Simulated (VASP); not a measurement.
# A VASP 6.6.1 single-point calculation on SnO$_{2}$

INCAR

```
LASPH = .TRUE.
IBRION = -1
SIGMA = 0.02
EDIFF = 1E-7
ISMEAR = -1
LREAL = .FALSE.
BMIX = 0.5
ISIF = 2
NELM = 120
NELMIN = 8
NSW = 0
NBANDS = 20
ENCUT = 520
LCHARG = .FALSE.
LWAVE = .FALSE.
PREC = Accurate
GGA = PE
```

KPOINTS

```
KPOINTS created by Atomic Simulation Environment
0
Gamma
8 8 8
0 0 0
```

POSCAR

```
Sn O
 1.0000000000000000
    -0.0187476556000000    2.5334669704000001    2.5334669704000001
     2.5334669704000001   -0.0187476556000000    2.5334669704000001
     2.5147193148000002    2.5147193148000002    0.0000000000000000
 Sn  O
   1   2
Cartesian
  0.0000000000000000  0.0000000000000000 -0.0000000000000000
  1.2573596574000001  1.2573596574000001  1.2687865076305600
  3.7720789721999997  3.7720789721999997  3.7981474331694405
```

The recommended PBE PAW datasets give the neutral cell 26 valence electrons.

Command

```
mpirun -np 1 vasp_std
```

OSZICAR

```
N       E                     dE             d eps       ncg     rms          rms(c)
DAV:   1     0.240068885509E+03    0.24007E+03   -0.13597E+04  4212   0.204E+03
DAV:   2     0.462027005328E+01   -0.23545E+03   -0.22286E+03  4004   0.503E+02
DAV:   3    -0.203961189668E+02   -0.25016E+02   -0.24729E+02  4396   0.135E+02
DAV:   4    -0.210577724352E+02   -0.66165E+00   -0.66107E+00  4280   0.227E+01
DAV:   5    -0.210719900567E+02   -0.14218E-01   -0.14217E-01  4852   0.345E+00    0.110E+01
DAV:   6    -0.178711830931E+02    0.32008E+01   -0.12992E+01  5808   0.630E+01    0.417E+00
DAV:   7    -0.178766667541E+02   -0.54837E-02   -0.79201E-01  4240   0.830E+00    0.197E+00
DAV:   8    -0.178691050152E+02    0.75617E-02   -0.99041E-02  4380   0.317E+00    0.401E-01
DAV:   9    -0.178660423147E+02    0.30627E-02   -0.13492E-02  5772   0.166E+00    0.763E-02
DAV:  10    -0.178662855602E+02   -0.24325E-03   -0.10133E-03  4228   0.352E-01    0.270E-02
DAV:  11    -0.178662906003E+02   -0.50402E-05   -0.68159E-05  5348   0.130E-01    0.170E-02
DAV:  12    -0.178662893268E+02    0.12736E-05   -0.85214E-06  5000   0.284E-02    0.826E-03
DAV:  13    -0.178662889716E+02    0.35517E-06   -0.11368E-06  4272   0.810E-03    0.793E-04
DAV:  14    -0.178662889464E+02    0.25172E-07   -0.30457E-08  3532   0.311E-03
   1 F= -.17866289E+02 E0= -.17866287E+02  d E =-.301211E-05
```

Standard output (part)

```
POSCAR found type information on POSCAR SnO
 POSCAR found :  2 types and       3 ions
 LDA part: xc-table for (Slater+PW92), standard interpolation
 POSCAR, INCAR and KPOINTS ok, starting setup
 WAVECAR not read
 entering main loop
```

From OUTCAR

```
k-points           NKPTS =     95   k-points in BZ     NKDIM =     95   number of bands    NBANDS=     20

   NELECT =      26.0000    total number of electrons

   dimension x,y,z NGX =    28 NGY =   28 NGZ =   28
   dimension x,y,z NGXF=    56 NGYF=   56 NGZF=   56

  energy-cutoff  :      520.00
  volume of cell :       32.52
      direct lattice vectors                 reciprocal lattice vectors
    -0.018747656  2.533466970  2.533466970    -0.195908289  0.195908289  0.197358010
     2.533466970 -0.018747656  2.533466970     0.195908289 -0.195908289  0.197358010
     2.514719315  2.514719315  0.000000000     0.198829347  0.198829347 -0.197358010

 k-points in reciprocal lattice and weights: KPOINTS created by Atomic Simulation Env
   0.00000000  0.00000000  0.00000000       0.002
   0.12500000  0.00000000  0.00000000       0.008
   0.25000000  0.00000000  0.00000000       0.008
   0.37500000  0.00000000  0.00000000       0.008
   0.50000000  0.00000000  0.00000000       0.004
   0.12500000  0.12500000  0.00000000       0.004
   0.25000000  0.12500000  0.00000000       0.008
   0.37500000  0.12500000  0.00000000       0.008
   ...

 E-fermi :   8.2003

 k-point     1 :       0.0000    0.0000    0.0000
  band No.  band energies     occupation
      1     -12.5285      2.00000
      2     -12.5272      2.00000
      3     -12.5252      2.00000
      4     -12.3682      2.00000
      5     -12.3681      2.00000
      6     -11.6942      2.00000
      7      -7.7420      2.00000
      8       5.0663      2.00000
      9       5.1027      2.00000
     10       5.1456      2.00000
     11       6.5908      2.00000
     12       6.6391      2.00000
     13       6.6889      2.00000
     14       8.3214      0.00467
     15      15.0188      0.00000
     16      15.1728      0.00000
     17      15.3230      0.00000
     18      21.5636      0.00000
     19      23.3679      0.00000
     20      23.3715      0.00000

 k-point     2 :       0.1250    0.0000    0.0000
  band No.  band energies     occupation
      1     -12.5973      2.00000
      2     -12.5155      2.00000
      3     -12.5129      2.00000
      4     -12.3688      2.00000
      5     -12.3683      2.00000
      6     -11.5240      2.00000
      7      -7.7361      2.00000
      8       4.5171      2.00000
      9       5.0127      2.00000
     10       5.0587      2.00000
     11       5.7775      2.00000
     12       6.4901      2.00000
     13       6.5473      2.00000
     14       9.6407      0.00000
     15      14.9629      0.00000
     16      15.5129      0.00000
     17      15.7103      0.00000
     18      22.5988      0.00000
     19      23.4119      0.00000
     20      23.4392      0.00000

 k-point     3 :       0.2500    0.0000    0.0000
  band No.  band energies     occupation
      1     -12.7781      2.00000
      2     -12.4918      2.00000
      3     -12.4897      2.00000
      4     -12.3639      2.00000
      5     -12.3615      2.00000
      6     -10.9983      2.00000
      7      -7.8473      2.00000
      8       3.3113      2.00000
      9       4.8435      2.00000
     10       4.8636      2.00000
     11       4.9669      2.00000
     12       6.2503      2.00000
     13       6.2838      2.00000
     14      11.3512      0.00000
     15      15.1235      0.00000
     16      16.5297      0.00000
     17      16.7318      0.00000
     18      23.5030      0.00000
     19      23.5933      0.00000
     20      24.2772      0.00000

 ...

  Total        2.0355520      2.0355520      2.0335852      0.0764780      0.0000000      0.0000000
  in kB      100.2861216    100.2861216    100.1892223      3.7678612      0.0000000      0.0000000
  external PRESSURE =     100.2538218 kB  Pullay stress =       0.0000000 kB

 POSITION                                       TOTAL-FORCE (eV/Angst)
 -----------------------------------------------------------------------------------
      0.00000      0.00000      0.00000         0.000000      0.000000      0.000000
      1.25736      1.25736      1.26879         0.000000      0.000000      0.021395
      3.77208      3.77208      3.79815        -0.000000     -0.000000     -0.021395
 -----------------------------------------------------------------------------------
    total drift:                                0.000000     -0.000000      0.000000

  FREE ENERGIE OF THE ION-ELECTRON SYSTEM (eV)
  ---------------------------------------------------
  free  energy   TOTEN  =       -17.8662889464 eV

  energy  without entropy=      -17.8662859343  energy(sigma->0) =      -17.86628744
```

It converged. Results: gap between bands v and c on the k mesh 0.28 eV; least direct gap on the k mesh 1.63 eV; pressure 10.0 GPa; largest force 0.02 eV/Å. Band v is the last that the valence electrons fill when counted band by band, and c is the next.

For comparison, a separate PBE run of the intended cell, on usual settings and not on those above, gives a gap of 0.28 eV on its mesh and a pressure of 10.0 GPa.

The run above took about 83 s on one core of a shared host (Intel Xeon Platinum 8488C) and held 0.2 GiB at most.
